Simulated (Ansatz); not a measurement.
# TiPt3: the cost of one run

Program: Ansatz 0.2.0. Level of theory: DFT PBEsol, scalar-relativistic, plane waves, PAW. These are calculated values, not measurements.

### Step 1. Starting point

The structure is cubic, space group Pm-3m (No. 221). The conventional cell has a = 3.897 Å, b = 3.897 Å, c = 3.897 Å, α = 90.00°, β = 90.00°, γ = 90.00°. Ti (site symmetry m-3m) has 12 Pt at 2.76 Å as nearest neighbours. Pt (site symmetry 4/mmm) is surrounded by 4 Ti at 2.76 Å and 8 Pt at 2.76 Å.

Coordinates:

```cif
data_structure
_symmetry_space_group_name_H-M 'P 1'
_symmetry_Int_Tables_number 1
_cell_length_a 3.8970
_cell_length_b 3.8970
_cell_length_c 3.8970
_cell_angle_alpha 90.000
_cell_angle_beta 90.000
_cell_angle_gamma 90.000
_cell_volume 59.18
loop_
_atom_site_label
_atom_site_type_symbol
_atom_site_fract_x
_atom_site_fract_y
_atom_site_fract_z
_atom_site_occupancy
Ti1 Ti 0.00000 0.00000 0.00000 1
Pt1 Pt 0.00000 0.50000 0.50000 1
Pt2 Pt 0.50000 0.00000 0.50000 1
Pt3 Pt 0.50000 0.50000 0.00000 1
```

The structure comes from the Crystallography Open Database.

(A quick probe on a coarse mesh, which set the mesh and smearing, is not shown.)

### Step 3. The relaxation

input.yaml reads:

```yaml
crystal:
  lattice:
    - [3.897, 0.0, 0.0]
    - [0.0, 3.897, 0.0]
    - [0.0, 0.0, 3.897]
  atoms:
    - { symbol: Ti, position: [0.0, 0.0, 0.0] }
    - { symbol: Pt, position: [0.0, 0.5, 0.5] }
    - { symbol: Pt, position: [0.5, 0.0, 0.5] }
    - { symbol: Pt, position: [0.5, 0.5, 0.0] }
basis:
  ecutwfc: 420
kpoints:
  mp_grid: { grid: [12, 12, 12] }
hamiltonian:
  xc: pbesol
scf:
  occupations: { method: gaussian, width: 0.1 }
output:
  forces: true
  stress: true
  eigenvalues: true
relax:
  adjacent_minimum: "off"
  f_tol: 0.005
  max_steps: 80
  cell: { stress_tol: 0.05 }
```

On the command line:

```console
$ ansatz run input.yaml --threads 1 --pin off --max-ram 2560MiB --backend cpu --events-out ev --progress --plain --runs-dir out
```

What time and memory should one allow on 1 thread of Arm Neoverse V2, shared host?

About 31 s, with a peak of 0.4 GiB.
